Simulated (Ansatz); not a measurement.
# Copper, hcp under LDA: structure, energy and stiffness, part 2 of 2

The plan for copper in the hcp structure: relax it, solve it on a dense k-mesh, switch on spin-orbit coupling, then scale the cell to 7 volumes from 88 to 112 % of the relaxed one and try a fit of the equation of state. The k-meshes are 14×14×8 for the relaxation; 24×24×13 for the dense run; 14×14×8 for spin-orbit coupling; 16×16×9 for the volumes.

Ansatz 0.2.0; DFT, LDA (PW92), plane waves (420 eV) with PAW, scalar-relativistic. The steps go on from the part before.

## 5. The cell scaled to 88 % of its volume

This is Cu in the hcp structure; at room conditions it is fcc.

The input, input.yaml:

```yaml
crystal:
  lattice:
    - [2.3823929767, 0.0, 0.0]
    - [-1.1911964884, 2.0632128396, 0.0]
    - [0.0, 0.0, 3.9031356402]
  atoms:
    - { symbol: Cu, position: [0.3333333333, 0.6666666667, 0.25] }
    - { symbol: Cu, position: [0.6666666667, 0.3333333333, 0.75] }
hamiltonian:
  xc: lda
  pseudopotentials:
    kind: paw
    azcp:
      Cu: "pseudopotentials/Cu.paw.azcp"
basis:
  ecutwfc: 420
  fft_grid_basis: typed
kpoints:
  mp_grid: { grid: [16, 16, 9], shift: [0, 0, 0] }
magnetization:
  spin_polarized: false
scf:
  occupations: { method: fermi_dirac, width: 0.1 }
  lower_state_search: "off"
output:
  stress: true
  write_density: true
  write_potential: true
  elf: true
  volumetric_format: npy
```

Standard output:

```text
Warning: <dir> the record states the generating functional pbe (its physics header spells it `PBE`), which answers neither for hamiltonian.xc's functional nor for the lda family's — results may be inconsistent (PPs are generated against a specific XC)
Warning: RAYON_NUM_THREADS=2 ignored (pool sized by the plan → 2); use --threads N
Engine: ansatz 0.2.0, aarch64-unknown-linux-gnu
Pseudopotentials: kind: paw
Pseudopotential: Cu, paw, valence charge 19, recommended cutoff 420 eV (normal), <dir>
Functional definition: SPW92
  exchange = slater_x
  correlation = pw_c
Crystal: 2 atoms, lattice volume = 19.185 Å³
Basis set: ecut = 420 eV, 373 PW (Γ)
Bands: 23, of which v1, the nominal top of the filled ones, is band 19 counted from 1 (18 counted from 0)
Symmetry: 24 space group operations
Space group: P63/mmc (ITA 194), of the structure as read, at distance tolerance 2.7e-5 Å
k-points: 150 of 2304
Non-local potential: Cu, projectors of the file, l = 0: 3, l = 1: 2, l = 2: 3, l = 3: 1
PAW form: soft (Blöchl's): semilocal exchange-correlation on the pseudo side does not see the compensation charge
PAW frozen core: Cu, regenerated for the run's functional, and the local potential with it (the file was generated under x = pbe(κ = 0.804, μ = 0.2195149727645171), c = pbe(β = 0.06672455060314922))
PAW one-centre angular grid: Cu, 590 points (default); XC on 64 Gauss nodes
Initial density: superposition of atomic densities (neutral atoms: chi_scale 0, normalization atom), corrected by the library's trained network
Initial wavefunctions: pseudopotential atomic-orbital guess
Functional: x = slater, c = lda
SCF iter   1: F=—  HF=-13111.210332 eV  |F-HF|=—  |Δ(HF+E_count)|=         —  Δρ=2.48e-2  dr2=5.11e-2  ethr=1.77e-3  ⟨swp⟩=5.5  Hψ=13295  notcnv=0
preconditioner: auto → none  [metal: Δε(μ)=0.036 eV  Ē_g=12.724 eV  σ=0.100 eV  W_gap=0.09  n_scr=8 (ndim 8)  ℏωp=39.8 eV  f_vac=0.000  D(μ)=0.64/eV (n_scr^D=2)  sad-step TF]
SCF iter   2: F=—  HF=-13111.197153 eV  |F-HF|=—  |Δ(HF+E_count)|=   1.32e-2  Δρ=4.70e-3  dr2=1.47e-3  ethr=1.35e-4  ⟨swp⟩=2.3  Hψ=6768  notcnv=0  defer=5
SCF iter   3: F=—  HF=-13111.196720 eV  |F-HF|=—  |Δ(HF+E_count)|=   4.33e-4  Δρ=1.90e-3  dr2=2.15e-4  ethr=3.86e-6  ⟨swp⟩=1.5  Hψ=3600  notcnv=0  defer=5
SCF iter   4: F=—  HF=-13111.196625 eV  |F-HF|=—  |Δ(HF+E_count)|=   9.48e-5  Δρ=1.23e-4  dr2=1.26e-6  ethr=5.66e-7  ⟨swp⟩=2.2  Hψ=5579  notcnv=0  defer=5
SCF iter   5: F=—  HF=-13111.196628 eV  |F-HF|=—  |Δ(HF+E_count)|=   3.61e-6  Δρ=8.60e-6  dr2=4.11e-9  ethr=3.30e-9  ⟨swp⟩=2.6  Hψ=6145  notcnv=0  defer=5
SCF iter   6: F=-13111.196628 eV  HF=-13111.196628 eV  |F-HF|=7.09e-11  |Δ(HF+E_count)|=   4.03e-9  Δρ=2.62e-7  dr2=3.83e-12  ethr=1.08e-11  ⟨swp⟩=6.3  Hψ=23101  notcnv=0
SCF 1 converged in 6 iterations: F = -13111.196628 eV  dr2 = 3.83e-12
SCF converged after 6 iterations
Free energy (F): -13111.196628 eV
Harris-Foulkes:  -13111.196628 eV  (|F-HF|=7.09e-11)
Internal energy: -13111.176463 eV  (E = F + TS)
E sigma→0 (E₀):  -13111.186545 eV
Entropy (-TS):   -0.020166 eV (-10.083 meV/atom)
Fermi energy:    21.307918 eV
--- Per-component energies (eV) ---
  E_band       = -563.326339
  E_kinetic    = 607.521377
  E_local      = -7325.615525  (includes V_loc(G=0)·N_el)
  E_nonlocal   = 786.045049
  E_hartree    = 3251.146996
  E_xc         = -182.533185
  E_vxc        = -236.806966  (∫ρ·V_xc dr)
  E_paw        = -3182.737351  (= ΣΔE_a)
  E_vpaw       = -896.764572  (= ΣTr[D̂ρ^β])
  E_aug_tail   = 0.000450  (compensation charges beyond the density's cutoff)
  E_ewald      = -7065.903595
  E_core_change = 0.899320  (= ΣΔE_core)
  E_smearing   = -0.020166  (= −TS)
  E_closure    = 0.000000  (closes the sum)
  Σ components = -13111.196628   (vs F -13111.196628, Δ=0.00e0)
--- Stress (GPa, compression-positive) ---
       32.962684       0.000000       0.000000
        0.000000      32.962684       0.000000
        0.000000       0.000000      32.679293
  P = ⅓ Tr σ = 32.8682 GPa (328.682 kbar)
--- Band table (eV; the first three rows and the last of 150) ---
  k-point 0: bands = ["-91.0144", "-90.9768", "-48.9350", "-48.7312", "-48.7312", "-48.6967", "-48.6967", "-48.6929", "10.1731", "14.8261", "17.4990", "17.5962", "17.5962", "17.8892", "17.8892", "18.3073", "18.3073", "19.3410", "19.3410", "19.5928", "26.1479", "44.4831", "46.1710"]
  k-point 1: bands = ["-91.0132", "-90.9780", "-48.9278", "-48.7302", "-48.7302", "-48.7003", "-48.6977", "-48.6977", "10.3039", "14.7626", "17.4681", "17.5685", "17.5685", "17.8589", "17.8589", "18.3762", "18.3762", "19.0936", "19.3329", "19.3329", "26.9498", "44.4584", "46.0207"]
  k-point 2: bands = ["-91.0100", "-90.9812", "-48.9069", "-48.7271", "-48.7271", "-48.7214", "-48.7007", "-48.7007", "10.6906", "14.5089", "17.3832", "17.5203", "17.5203", "17.7794", "17.7794", "18.1541", "18.5426", "18.5426", "19.3010", "19.3010", "28.8554", "43.0279", "44.6435"]
  k-point 149: bands = ["-90.9671", "-90.9667", "-48.8924", "-48.8916", "-48.8469", "-48.8355", "-48.7444", "-48.7419", "16.1400", "16.1775", "16.5194", "16.5456", "17.1150", "17.1741", "18.2131", "18.3737", "19.3590", "19.4087", "25.1722", "25.6491", "27.6542", "28.4257", "29.9874"]
```

It took 2.3 s on 2 threads of an Arm CPU, shared host; peak memory 0.32 GiB.

Density in a lattice plane of the grid's cell (edges 2.38 and 3.90 Å, at 0.333 of the third edge), which holds Cu.

Values in e/Å³, 12 rows by 8 columns:
```
 0.41  0.30  0.32  0.57  1.53  3.05  2.71  1.13
 0.76  0.37  0.41  1.57  7.72 23.48 19.46  5.03
 1.07  0.42  0.51  2.64 16.53 58.64 47.46 10.33
 0.76  0.37  0.41  1.57  7.72 23.48 19.46  5.03
 0.41  0.30  0.32  0.57  1.53  3.05  2.71  1.13
 0.31  0.30  0.30  0.33  0.40  0.48  0.46  0.38
 0.41  0.50  0.48  0.39  0.33  0.31  0.32  0.34
 0.77  1.26  1.15  0.62  0.37  0.31  0.31  0.43
 1.12  2.01  1.80  0.84  0.41  0.31  0.33  0.51
 0.77  1.26  1.15  0.62  0.37  0.31  0.31  0.43
 0.41  0.50  0.48  0.39  0.33  0.31  0.32  0.34
 0.31  0.30  0.30  0.33  0.40  0.48  0.46  0.38
```
Columns run along the first of these edges and rows up along the second, over one cell in 8 and 12 even steps from the bottom left corner. Atoms in the plane (fractional): Cu at (0.67, 0.75).

ELF in the same plane.

Values, 12 rows by 8 columns:
```
0.19 0.25 0.23 0.19 0.20 0.23 0.23 0.19
0.18 0.22 0.20 0.20 0.34 0.60 0.55 0.28
0.19 0.21 0.19 0.23 0.53 0.89 0.85 0.39
0.18 0.22 0.20 0.20 0.34 0.60 0.55 0.28
0.19 0.25 0.23 0.19 0.20 0.23 0.23 0.19
0.24 0.23 0.23 0.23 0.20 0.19 0.19 0.21
0.19 0.18 0.18 0.21 0.26 0.29 0.28 0.24
0.19 0.19 0.19 0.19 0.22 0.29 0.28 0.21
0.19 0.21 0.21 0.19 0.21 0.28 0.26 0.20
0.19 0.19 0.19 0.19 0.22 0.29 0.28 0.21
0.19 0.18 0.18 0.21 0.26 0.29 0.28 0.24
0.24 0.23 0.23 0.23 0.20 0.19 0.19 0.21
```
Columns run along the first of these edges and rows up along the second, over one cell in 8 and 12 even steps from the bottom left corner. Atoms in the plane (fractional): Cu at (0.67, 0.75).

Both are smooth fields of the valence electrons: close to the nuclei they are not physical.

## 6. The cell scaled to 92 % of its volume

Edit input.yaml of step 5 so:

```diff
@@ -2,5 +2,5 @@
   lattice:
-    - [2.3823929767, 0.0, 0.0]
-    - [-1.1911964884, 2.0632128396, 0.0]
-    - [0.0, 0.0, 3.9031356402]
+    - [2.4179563239, 0.0, 0.0]
+    - [-1.208978162, 2.0940116018, 0.0]
+    - [0.0, 0.0, 3.9613999859]
   atoms:
@@ -26,5 +26 @@
   stress: true
-  write_density: true
-  write_potential: true
-  elf: true
-  volumetric_format: npy
```

Standard output (excerpt; [...] marks lines left out):

```text
Warning: <dir> the record states the generating functional pbe (its physics header spells it `PBE`), which answers neither for hamiltonian.xc's functional nor for the lda family's — results may be inconsistent (PPs are generated against a specific XC)
Warning: RAYON_NUM_THREADS=2 ignored (pool sized by the plan → 2); use --threads N
[...]
[... 3 set-up lines as earlier in the session ...]
[...]
Crystal: 2 atoms, lattice volume = 20.057 Å³
Basis set: ecut = 420 eV, 379 PW (Γ)
Bands: 23, of which v1, the nominal top of the filled ones, is band 19 counted from 1 (18 counted from 0)
[... 2 set-up lines as earlier in the session ...]
k-points: 150 of 2304
[...]
SCF iter   1: F=—  HF=-13111.351137 eV  |F-HF|=—  |Δ(HF+E_count)|=         —  Δρ=2.48e-2  dr2=5.39e-2  ethr=1.77e-3  ⟨swp⟩=5.6  Hψ=13169  notcnv=0
[...]
SCF iter   6: F=-13111.336816 eV  HF=-13111.336816 eV  |F-HF|=9.09e-12  |Δ(HF+E_count)|=  3.97e-10  Δρ=6.92e-7  dr2=2.66e-11  ethr=4.44e-12  ⟨swp⟩=2.5  Hψ=12575  notcnv=0
[...]
SCF converged after 6 iterations
Free energy (F): -13111.336816 eV
[...]
E sigma→0 (E₀):  -13111.326579 eV
Entropy (-TS):   -0.020473 eV (-10.236 meV/atom)
Fermi energy:    20.142993 eV
[...]
--- Stress (GPa, compression-positive) ---
       19.295463      -0.000000       0.000000
       -0.000000      19.295463       0.000000
        0.000000       0.000000      19.000081
  P = ⅓ Tr σ = 19.1970 GPa (191.970 kbar)
```

Wall time 1.7 s (2 threads of an Arm CPU, shared host); peak memory 0.32 GiB.

## 7. The cell scaled to 96 % of its volume

Edit input.yaml of step 6 so:

```diff
@@ -2,5 +2,5 @@
   lattice:
-    - [2.4179563239, 0.0, 0.0]
-    - [-1.208978162, 2.0940116018, 0.0]
-    - [0.0, 0.0, 3.9613999859]
+    - [2.4525032246, 0.0, 0.0]
+    - [-1.2262516123, 2.1239300954, 0.0]
+    - [0.0, 0.0, 4.0179990611]
   atoms:
@@ -26 +26,5 @@
   stress: true
+  write_density: true
+  write_potential: true
+  elf: true
+  volumetric_format: npy
```

Standard output (excerpt; [...] marks lines left out):

```text
Warning: <dir> the record states the generating functional pbe (its physics header spells it `PBE`), which answers neither for hamiltonian.xc's functional nor for the lda family's — results may be inconsistent (PPs are generated against a specific XC)
Warning: RAYON_NUM_THREADS=2 ignored (pool sized by the plan → 2); use --threads N
[...]
[... 3 set-up lines as earlier in the session ...]
[...]
Crystal: 2 atoms, lattice volume = 20.930 Å³
Basis set: ecut = 420 eV, 391 PW (Γ)
Bands: 23, of which v1, the nominal top of the filled ones, is band 19 counted from 1 (18 counted from 0)
[... 2 set-up lines as earlier in the session ...]
k-points: 150 of 2304
[...]
SCF iter   1: F=—  HF=-13111.425682 eV  |F-HF|=—  |Δ(HF+E_count)|=         —  Δρ=2.47e-2  dr2=5.62e-2  ethr=1.77e-3  ⟨swp⟩=5.5  Hψ=12978  notcnv=0
[...]
SCF iter   6: F=-13111.410869 eV  HF=-13111.410869 eV  |F-HF|=3.64e-12  |Δ(HF+E_count)|=  5.71e-10  Δρ=5.74e-7  dr2=2.21e-11  ethr=2.95e-12  ⟨swp⟩=4.9  Hψ=19596  notcnv=0
[...]
SCF converged after 6 iterations
Free energy (F): -13111.410869 eV
[...]
E sigma→0 (E₀):  -13111.400475 eV
Entropy (-TS):   -0.020789 eV (-10.395 meV/atom)
Fermi energy:    19.078034 eV
[...]
--- Stress (GPa, compression-positive) ---
        8.540562      -0.000000       0.000000
       -0.000000       8.540562      -0.000000
        0.000000      -0.000000       8.255683
  P = ⅓ Tr σ = 8.4456 GPa (84.456 kbar)
--- Band table (eV; the first three rows and the last of 150) ---
  k-point 0: bands = ["-92.9645", "-92.9395", "-50.8547", "-50.7084", "-50.7084", "-50.6829", "-50.6829", "-50.6800", "8.7085", "13.2161", "15.6270", "15.7155", "15.7155", "15.9694", "15.9694", "16.3352", "16.3352", "17.2412", "17.2412", "17.6677", "23.4076", "41.5879", "42.5159"]
[...]
```

It took 2.3 s on 2 threads of an Arm CPU, shared host; peak memory 0.32 GiB.

## 8. The cell scaled to 100 % of its volume

Edit input.yaml of step 7 so:

```diff
@@ -2,5 +2,5 @@
   lattice:
-    - [2.4525032246, 0.0, 0.0]
-    - [-1.2262516123, 2.1239300954, 0.0]
-    - [0.0, 0.0, 4.0179990611]
+    - [2.4861033345, 0.0, 0.0]
+    - [-1.2430516672, 2.1530286441, 0.0]
+    - [0.0, 0.0, 4.0730469846]
   atoms:
@@ -26,5 +26 @@
   stress: true
-  write_density: true
-  write_potential: true
-  elf: true
-  volumetric_format: npy
```

Standard output (excerpt; [...] marks lines left out):

```text
Warning: <dir> the record states the generating functional pbe (its physics header spells it `PBE`), which answers neither for hamiltonian.xc's functional nor for the lda family's — results may be inconsistent (PPs are generated against a specific XC)
Warning: RAYON_NUM_THREADS=2 ignored (pool sized by the plan → 2); use --threads N
[...]
[... 3 set-up lines as earlier in the session ...]
[...]
Crystal: 2 atoms, lattice volume = 21.802 Å³
Basis set: ecut = 420 eV, 391 PW (Γ)
Bands: 23, of which v1, the nominal top of the filled ones, is band 19 counted from 1 (18 counted from 0)
[... 2 set-up lines as earlier in the session ...]
k-points: 150 of 2304
[...]
SCF iter   1: F=—  HF=-13111.447967 eV  |F-HF|=—  |Δ(HF+E_count)|=         —  Δρ=2.46e-2  dr2=5.84e-2  ethr=1.77e-3  ⟨swp⟩=5.3  Hψ=12836  notcnv=0
[...]
SCF iter   6: F=-13111.432880 eV  HF=-13111.432880 eV  |F-HF|=3.64e-12  |Δ(HF+E_count)|=   3.19e-9  Δρ=3.72e-7  dr2=6.31e-12  ethr=3.94e-12  ⟨swp⟩=1.8  Hψ=11453  notcnv=0
[...]
SCF converged after 6 iterations
Free energy (F): -13111.432880 eV
[...]
E sigma→0 (E₀):  -13111.422310 eV
Entropy (-TS):   -0.021139 eV (-10.570 meV/atom)
Fermi energy:    18.100889 eV
[...]
--- Stress (GPa, compression-positive) ---
        0.068132      -0.000000       0.000000
       -0.000000       0.068132       0.000000
        0.000000       0.000000      -0.191305
  P = ⅓ Tr σ = -0.0183 GPa (-0.183 kbar)
```

It took 1.8 s on 2 threads of an Arm CPU, shared host; peak memory 0.32 GiB.

## 9. The cell scaled to 104 % of its volume

Edit input.yaml of step 8 so:

```diff
@@ -2,5 +2,5 @@
   lattice:
-    - [2.4861033345, 0.0, 0.0]
-    - [-1.2430516672, 2.1530286441, 0.0]
-    - [0.0, 0.0, 4.0730469846]
+    - [2.5188189722, 0.0, 0.0]
+    - [-1.2594094861, 2.1813612175, 0.0]
+    - [0.0, 0.0, 4.1266458547]
   atoms:
@@ -26 +26,5 @@
   stress: true
+  write_density: true
+  write_potential: true
+  elf: true
+  volumetric_format: npy
```

Standard output (excerpt; [...] marks lines left out):

```text
Warning: <dir> the record states the generating functional pbe (its physics header spells it `PBE`), which answers neither for hamiltonian.xc's functional nor for the lda family's — results may be inconsistent (PPs are generated against a specific XC)
Warning: RAYON_NUM_THREADS=2 ignored (pool sized by the plan → 2); use --threads N
[...]
[... 3 set-up lines as earlier in the session ...]
[...]
Crystal: 2 atoms, lattice volume = 22.674 Å³
Basis set: ecut = 420 eV, 451 PW (Γ)
Bands: 23, of which v1, the nominal top of the filled ones, is band 19 counted from 1 (18 counted from 0)
[... 2 set-up lines as earlier in the session ...]
k-points: 150 of 2304
[...]
SCF iter   1: F=—  HF=-13111.429227 eV  |F-HF|=—  |Δ(HF+E_count)|=         —  Δρ=2.44e-2  dr2=6.05e-2  ethr=1.77e-3  ⟨swp⟩=4.9  Hψ=12710  notcnv=0
[...]
SCF iter   6: F=-13111.413928 eV  HF=-13111.413928 eV  |F-HF|=1.64e-11  |Δ(HF+E_count)|=   6.78e-9  Δρ=3.41e-7  dr2=7.87e-12  ethr=1.52e-11  ⟨swp⟩=4.8  Hψ=19743  notcnv=0
[...]
SCF converged after 6 iterations
Free energy (F): -13111.413928 eV
[...]
E sigma→0 (E₀):  -13111.403162 eV
Entropy (-TS):   -0.021533 eV (-10.767 meV/atom)
Fermi energy:    17.201450 eV
[...]
--- Stress (GPa, compression-positive) ---
       -6.605395      -0.000000       0.000000
       -0.000000      -6.605395       0.000000
        0.000000       0.000000      -6.824660
  P = ⅓ Tr σ = -6.6785 GPa (-66.785 kbar)
--- Band table (eV; the first three rows and the last of 150) ---
  k-point 0: bands = ["-94.6161", "-94.5990", "-52.4859", "-52.3788", "-52.3788", "-52.3598", "-52.3598", "-52.3576", "7.4895", "11.8487", "14.0373", "14.1185", "14.1185", "14.3409", "14.3409", "14.6641", "14.6641", "15.4663", "15.4663", "16.0517", "21.0965", "39.0773", "39.3806"]
[...]
```

Wall time 2.4 s (2 threads of an Arm CPU, shared host); peak memory 0.32 GiB.

## 10. The cell scaled to 108 % of its volume

Edit input.yaml of step 9 so:

```diff
@@ -2,5 +2,5 @@
   lattice:
-    - [2.5188189722, 0.0, 0.0]
-    - [-1.2594094861, 2.1813612175, 0.0]
-    - [0.0, 0.0, 4.1266458547]
+    - [2.5507061417, 0.0, 0.0]
+    - [-1.2753530709, 2.2089763163, 0.0]
+    - [0.0, 0.0, 4.1788874241]
   atoms:
@@ -26,5 +26 @@
   stress: true
-  write_density: true
-  write_potential: true
-  elf: true
-  volumetric_format: npy
```

Standard output (excerpt; [...] marks lines left out):

```text
Warning: <dir> the record states the generating functional pbe (its physics header spells it `PBE`), which answers neither for hamiltonian.xc's functional nor for the lda family's — results may be inconsistent (PPs are generated against a specific XC)
Warning: RAYON_NUM_THREADS=2 ignored (pool sized by the plan → 2); use --threads N
[...]
[... 3 set-up lines as earlier in the session ...]
[...]
Crystal: 2 atoms, lattice volume = 23.546 Å³
Basis set: ecut = 420 eV, 463 PW (Γ)
Bands: 23, of which v1, the nominal top of the filled ones, is band 19 counted from 1 (18 counted from 0)
[... 2 set-up lines as earlier in the session ...]
k-points: 150 of 2304
[...]
SCF iter   1: F=—  HF=-13111.378240 eV  |F-HF|=—  |Δ(HF+E_count)|=         —  Δρ=2.43e-2  dr2=6.26e-2  ethr=1.77e-3  ⟨swp⟩=4.8  Hψ=12648  notcnv=0
[...]
SCF iter   6: F=-13111.362759 eV  HF=-13111.362759 eV  |F-HF|=1.24e-10  |Δ(HF+E_count)|=   1.41e-8  Δρ=7.81e-7  dr2=5.20e-11  ethr=4.29e-11  ⟨swp⟩=2.2  Hψ=12589  notcnv=0
[...]
SCF converged after 6 iterations
Free energy (F): -13111.362759 eV
[...]
E sigma→0 (E₀):  -13111.351786 eV
Entropy (-TS):   -0.021946 eV (-10.973 meV/atom)
Fermi energy:    16.371182 eV
[...]
--- Stress (GPa, compression-positive) ---
      -11.848562       0.000000       0.000000
        0.000000     -11.848562      -0.000000
        0.000000      -0.000000     -12.020665
  P = ⅓ Tr σ = -11.9059 GPa (-119.059 kbar)
```

Wall time 1.8 s (2 threads of an Arm CPU, shared host); peak memory 0.32 GiB.

## 11. The cell scaled to 112 % of its volume

Edit input.yaml of step 10 so:

```diff
@@ -2,5 +2,5 @@
   lattice:
-    - [2.5507061417, 0.0, 0.0]
-    - [-1.2753530709, 2.2089763163, 0.0]
-    - [0.0, 0.0, 4.1788874241]
+    - [2.5818153802, 0.0, 0.0]
+    - [-1.2909076901, 2.2359177071, 0.0]
+    - [0.0, 0.0, 4.2298544889]
   atoms:
```

Standard output (excerpt; [...] marks lines left out):

```text
Warning: <dir> the record states the generating functional pbe (its physics header spells it `PBE`), which answers neither for hamiltonian.xc's functional nor for the lda family's — results may be inconsistent (PPs are generated against a specific XC)
Warning: RAYON_NUM_THREADS=2 ignored (pool sized by the plan → 2); use --threads N
[...]
[... 3 set-up lines as earlier in the session ...]
[...]
Crystal: 2 atoms, lattice volume = 24.418 Å³
Basis set: ecut = 420 eV, 465 PW (Γ)
Bands: 23, of which v1, the nominal top of the filled ones, is band 19 counted from 1 (18 counted from 0)
[... 2 set-up lines as earlier in the session ...]
k-points: 150 of 2304
[...]
SCF iter   1: F=—  HF=-13111.301983 eV  |F-HF|=—  |Δ(HF+E_count)|=         —  Δρ=2.41e-2  dr2=6.47e-2  ethr=1.77e-3  ⟨swp⟩=4.7  Hψ=12622  notcnv=0
[...]
SCF iter   6: F=-13111.286366 eV  HF=-13111.286366 eV  |F-HF|=5.28e-11  |Δ(HF+E_count)|=   8.88e-9  Δρ=5.83e-7  dr2=2.77e-11  ethr=3.50e-11  ⟨swp⟩=2.4  Hψ=12710  notcnv=0
[...]
SCF converged after 6 iterations
Free energy (F): -13111.286366 eV
[...]
E sigma→0 (E₀):  -13111.275200 eV
Entropy (-TS):   -0.022333 eV (-11.166 meV/atom)
Fermi energy:    15.602575 eV
[...]
--- Stress (GPa, compression-positive) ---
      -15.954022      -0.000000       0.000000
       -0.000000     -15.954022      -0.000000
        0.000000      -0.000000     -16.074160
  P = ⅓ Tr σ = -15.9941 GPa (-159.941 kbar)
```

Run time: 1.9 s. Hardware: 2 threads of an Arm CPU, shared host; peak memory 0.33 GiB.

## 12. Energy and pressure against volume

The cell was scaled evenly, with its shape and the fractional positions fixed.

```
V (Å³/atom)  E − E₀ (meV/atom)  P from the stress (GPa)  P from the fit (GPa)
      9.593              117.9                    32.87                 32.87
     10.029               47.8                    19.20                 19.16
     10.465               10.9                     8.45                  8.41
     10.901                0.0                    -0.02                 -0.05
     11.337                9.6                    -6.68                 -6.71
     11.773               35.2                   -11.91                -11.94
     12.209               73.5                   -15.99                -16.05
```

Fit (Birch-Murnaghan, third order): V₀ = 10.898 Å³/atom, B₀ = 187 GPa, B₀′ = 5.0, largest residual 0.02 meV/atom.

## 13. Summary of results

The summary covers parts 1 to 2.

| quantity | value |
| --- | --- |
| space group (spins left aside) | P6_3/mmc (No. 194) |
| conventional cell | a = 2.486 Å, c = 4.073 Å (c/a = 1.638) |
| volume | 10.901 Å³/atom |
| shortest distance | 2.486 Å |
| gap on the mesh | none (levels filled in part) |
| relative to fcc | +8 meV/atom |
| V₀, B₀, B₀′ | 10.898 Å³/atom, 187 GPa, 5.0 |

From the guessed start the volume shrank by 7.7 % in 6 steps. Against the reference form of copper (fcc, computed apart with the same settings) it stands 8 meV/atom higher. No gap shows: it is a metal or semimetal at this level. The total energy of the spin-orbit run lies -0.35 eV/atom from the scalar one, but the two kinds of run don't share a zero of energy: only differences within one kind count. The fitted modulus is 187 GPa; letting shape and positions relax at each volume could only lower it. The symmetry was held, so the structure may be unstable against distortions that break it.
